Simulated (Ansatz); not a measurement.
**HfO2: Hf interstitial**

One table from this session's results is given with a row withheld; the runs are named, their logs left out.

Method: DFT PBEsol, scalar-relativistic, plane waves, PAW, in Ansatz 0.2.0.

1 further run of the same task is left out (set aside as unsound or not needed).

### Starting point

The structure is tetragonal, space group P4_2/mnm (No. 136). The conventional cell has a = 4.830 Å, b = 4.830 Å, c = 3.210 Å, α = 90.00°, β = 90.00°, γ = 90.00°. Hf (site symmetry mmm) has 6 O at 2.08 to 2.09 Å as nearest neighbours. Around O (site symmetry m2m) lie 3 Hf at 2.08 to 2.09 Å.

As a file:

```cif
data_structure
_symmetry_space_group_name_H-M 'P4_2/mnm'
_symmetry_Int_Tables_number 136
_cell_length_a 4.8301
_cell_length_b 4.8301
_cell_length_c 3.2097
_cell_angle_alpha 90.000
_cell_angle_beta 90.000
_cell_angle_gamma 90.000
_cell_volume 74.88
loop_
_atom_site_label
_atom_site_type_symbol
_atom_site_symmetry_multiplicity
_atom_site_Wyckoff_symbol
_atom_site_fract_x
_atom_site_fract_y
_atom_site_fract_z
_atom_site_occupancy
Hf1 Hf 2 a 0.00000 0.00000 0.00000 1
O1 O 4 f 0.19497 0.80503 0.50000 1
```

It goes back to an entry of the Materials Project, which need not be the stable form.

It is the result of an earlier relaxation at this level (volume 12.48 Å³/atom; gap on the mesh: 3.89 eV).

The host's static dielectric tensor, from an earlier linear-response run, has a mean of 28.62.

The perfect supercell (rows -1 1 2; 1 1 -2; -1 -1 -2 in vectors of this cell) comes from an earlier run at this level (48 atoms, E(σ→0) -267601.8445 eV, gap 4.32 eV on its own mesh).

Set-up of the first run:

The input, input.yaml:

```yaml
crystal:
  lattice:
    - [-4.8301248092, 4.8301248092, 6.4194329052]
    - [4.8301248092, 4.8301248092, -6.4194329052]
    - [-4.8301248092, -4.8301248092, -6.4194329052]
  atoms:
    - { symbol: Hf, position: [0.0, 0.25, 0.25] }
    - { symbol: Hf, position: [0.0, 0.0, 0.0] }
    - { symbol: Hf, position: [0.5, 0.75, 0.25] }
    - { symbol: Hf, position: [0.5, 0.5, 0.0] }
    - { symbol: Hf, position: [0.5, 0.25, 0.75] }
    - { symbol: Hf, position: [0.5, 0.0, 0.5] }
    - { symbol: Hf, position: [0.0, 0.75, 0.75] }
    - { symbol: Hf, position: [0.0, 0.5, 0.5] }
    - { symbol: Hf, position: [0.5, 0.375, 0.375] }
    - { symbol: Hf, position: [0.5, 0.125, 0.125] }
    - { symbol: Hf, position: [0.0, 0.875, 0.375] }
    - { symbol: Hf, position: [0.0, 0.625, 0.125] }
    - { symbol: Hf, position: [0.0, 0.375, 0.875] }
    - { symbol: Hf, position: [0.0, 0.125, 0.625] }
    - { symbol: Hf, position: [0.5, 0.875, 0.875] }
    - { symbol: Hf, position: [0.5, 0.625, 0.625] }
    - { symbol: O, position: [0.8050300969, 0.5275150484, 0.5275150484] }
    - { symbol: O, position: [0.8050300969, 0.2775150484, 0.2775150484] }
    - { symbol: O, position: [0.3050300969, 0.0275150484, 0.5275150484] }
    - { symbol: O, position: [0.3050300969, 0.7775150484, 0.2775150484] }
    - { symbol: O, position: [0.3050300969, 0.5275150484, 0.0275150484] }
    - { symbol: O, position: [0.3050300969, 0.2775150484, 0.7775150484] }
    - { symbol: O, position: [0.8050300969, 0.0275150484, 0.0275150484] }
    - { symbol: O, position: [0.8050300969, 0.7775150484, 0.7775150484] }
    - { symbol: O, position: [0.5, 0.4025150484, 0.5974849516] }
    - { symbol: O, position: [0.5, 0.1525150484, 0.3474849516] }
    - { symbol: O, position: [0.0, 0.9025150484, 0.5974849516] }
    - { symbol: O, position: [0.0, 0.6525150484, 0.3474849516] }
    - { symbol: O, position: [0.0, 0.4025150484, 0.0974849516] }
    - { symbol: O, position: [0.0, 0.1525150484, 0.8474849516] }
    - { symbol: O, position: [0.5, 0.9025150484, 0.0974849516] }
    - { symbol: O, position: [0.5, 0.6525150484, 0.8474849516] }
    - { symbol: O, position: [0.5, 0.5974849516, 0.4025150484] }
    - { symbol: O, position: [0.5, 0.3474849516, 0.1525150484] }
    - { symbol: O, position: [0.0, 0.0974849516, 0.4025150484] }
    - { symbol: O, position: [0.0, 0.8474849516, 0.1525150484] }
    - { symbol: O, position: [0.0, 0.5974849516, 0.9025150484] }
    - { symbol: O, position: [0.0, 0.3474849516, 0.6525150484] }
    - { symbol: O, position: [0.5, 0.0974849516, 0.9025150484] }
    - { symbol: O, position: [0.5, 0.8474849516, 0.6525150484] }
    - { symbol: O, position: [0.1949699031, 0.2224849516, 0.2224849516] }
    - { symbol: O, position: [0.1949699031, 0.9724849516, 0.9724849516] }
    - { symbol: O, position: [0.6949699031, 0.7224849516, 0.2224849516] }
    - { symbol: O, position: [0.6949699031, 0.4724849516, 0.9724849516] }
    - { symbol: O, position: [0.6949699031, 0.2224849516, 0.7224849516] }
    - { symbol: O, position: [0.6949699031, 0.9724849516, 0.4724849516] }
    - { symbol: O, position: [0.1949699031, 0.7224849516, 0.7224849516] }
    - { symbol: O, position: [0.1949699031, 0.4724849516, 0.4724849516] }
    - { symbol: Hf, position: [0.25, 0.1875, 0.9375] }
  host:
    lattice:
      - [4.8301248092, 0.0, 0.0]
      - [0.0, 4.8301248092, 0.0]
      - [0.0, 0.0, 3.2097164526]
    atoms:
      - { symbol: Hf, position: [0.0, 0.0, 0.0] }
      - { symbol: Hf, position: [0.5, 0.5, 0.5] }
      - { symbol: O, position: [0.1949699031, 0.8050300969, 0.5] }
      - { symbol: O, position: [0.3050300969, 0.3050300969, 0.0] }
      - { symbol: O, position: [0.6949699031, 0.6949699031, 0.0] }
      - { symbol: O, position: [0.8050300969, 0.1949699031, 0.5] }
basis:
  ecutwfc: 420
  xc_grid: 2
kpoints:
  mp_grid: { grid: [2, 2, 2], shift: [0.5, 0.5, 0.5] }
hamiltonian:
  xc: pbesol
scf:
  occupations: { method: gaussian, width: 0.01 }
output:
  forces: true
  stress: false
  eigenvalues: true
  charged_corrections:
    defect_position: [0.25, 0.1875, 0.9375]
    epsilon: [[27.3137, 0.0, 0.0], [0.0, 27.3137, 0.0], [0.0, 0.0, 31.2391]]
  write_density: true
  write_potential: true
  elf: true
  volumetric_format: npy
relax:
  adjacent_minimum: "off"
  f_tol: 0.025
  max_steps: 45
```

Run with:

```
$ ansatz run input.yaml --threads 4 --pin off --max-ram 10240MiB --backend cpu --events-out ev --progress --plain --runs-dir out
```

Among the steps run: Charge state 0; More of the same log: Hf interstitial, charge +0, atoms relaxed at the host's cell; Charge state +1; More of the same log: Hf interstitial, charge +1, atoms relaxed at the host's cell; Charge state +2; More of the same log: Hf interstitial, charge +2, atoms relaxed at the host's cell; Relaxing the defect, charge +3.

One table of the session follows, with a row left open; its other results are not shown here.

| charge | image and alignment correction (eV) | over the neutral state, Fermi level at the valence top (eV) | formation energy (eV) | moment over the host's (μB) | largest move (Å) |
| --- | --- | --- | --- | --- | --- |
| +3 | 3.218 | -10.735 | -5.76 | 1.00 | 0.46 |
| +2 | 1.979 | -7.724 | -2.75 | 0.00 | 0.42 |
| +1 | ? | ? | ? | ? | ? |
| 0 | 0.000 | 0.000 | 4.97 | 0.00 | 0.45 |

**Question.** Estimate the row for charge = +1.

Worked estimate for «image and alignment correction (eV)». A straight line through the neighbours (2, 1.979) and (0, 0.000) gives 1.979 + (0.000 − 1.979) × (1 − 2) / (0 − 2) = 0.990; a parabola fitted to 3 rows on both sides gives 0.906.

The run gave: image and alignment correction (eV): 0.961; over the neutral state, Fermi level at the valence top (eV): -3.896; formation energy (eV): 1.07; moment over the host's (μB): 0.98; largest move (Å): 0.44. In «image and alignment correction (eV)» the line misses by +0.029 and the parabola by -0.055.

Atoms are taken from and returned to the elements' standard states: Hf -15598.025 eV an atom at this level. Charged cells are corrected for image charges with the static dielectric tensor and aligned with the host's potential at far atoms (ansatz place-levels); the valence top of the host lies at 12.375 eV on the runs' scale, and no band-filling term is added.

To keep in mind: Spin polarisation was off in the neutral run, so a moment could not show there. In charge 0 the extra carrier would gain by moving to a band edge of the host at this level and cell size; a small cell and a semilocal functional both favour that, so a real bound level isn't ruled out. The alignment term, up to 2.44 eV here, is marked as doubtful by the program in a cell of this size. Spin-orbit coupling is left out, which matters for the bands of Hf.
